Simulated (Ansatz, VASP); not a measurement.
**Eu: VASP beside Ansatz**

The input INCAR:

```
  ALGO = Normal
  EDIFF = 1E-7
  ENCUT = 520
  GGA = PS
  ISIF = 2
  ISMEAR = -1
  ISPIN = 2
  LASPH = T
  LCHARG = T
  LELF = T
  LMAXMIX = 6
  LORBIT = 11
  LREAL = F
  LVHAR = T
  LWAVE = F
  MAGMOM = 7
  NBANDS = 18
  NELM = 150
  PREC = Accurate
  SIGMA = 0.05
```

The input KPOINTS:

```
k-points
0
Gamma
  8 8 8
```

File POSCAR:

```
Eu
1.0
   -2.3182521001      2.3182521001      2.3182521001
    2.3182521001     -2.3182521001      2.3182521001
    2.3182521001      2.3182521001     -2.3182521001
Eu
1
Direct
    0.0000000000      0.0000000000      0.0000000000
```

Contents of input.yaml:

```yaml
crystal:
  lattice:
    - [-2.3182521001, 2.3182521001, 2.3182521001]
    - [2.3182521001, -2.3182521001, 2.3182521001]
    - [2.3182521001, 2.3182521001, -2.3182521001]
  atoms:
    - { symbol: Eu, position: [0.0, 0.0, 0.0], spin: 7.0 }
kpoints:
  mp_grid: { grid: [8, 8, 8] }
scf:
  occupations: { method: fermi_dirac, width: 0.05 }
hamiltonian:
  xc: pbesol
  pseudopotentials: { kind: all_electron, lapw: { basis_error: 0.0005 } }
magnetization:
  spin_polarized: true
output:
  forces: true
  stress: true
  eigenvalues: true
```

Change from the starting cell: volume scaled by 1.02.

Alike in both runs: task single point; functional PBEsol; k mesh 8 × 8 × 8; occupations fermi-dirac, width 0.05 eV; collinear spin.

|  | VASP | Ansatz |
| --- | --- | --- |
| version | VASP 6.6.1 | Ansatz 0.2.0 |
| potentials or method | VASP PAW PBE potentials, release 64 (Eu) | all-electron LAPW, scalar-relativistic |
| plane-wave cutoff (eV) | 520 | see its input |

```tsv
	VASP	Ansatz	Ansatz less VASP
gap on the k mesh at the Fermi level (eV)	none	none	-
pressure (GPa)	-3.0	-2.6	+0.32
net moment per atom (μB)	7.39	7.38	-0.005
size of the moment on the site where the two differ most (μB)	6.72	7.20	+0.487
```

Site moments also hang on the region over which each program counts them. A gap of «none» marks a metal or a gap that the smearing closes. Ansatz ran all-electron here, so the differences hold the error of VASP's frozen core and of both bases.

Caveats: spin-orbit coupling is left out, which moves the levels of the heavy elements; the PAW data sets were made with another functional, which shifts forces and pressure a little (VASP); an open f shell can end in a state above the lowest (Ansatz). The state reached can hang on the start; a lower one may exist.
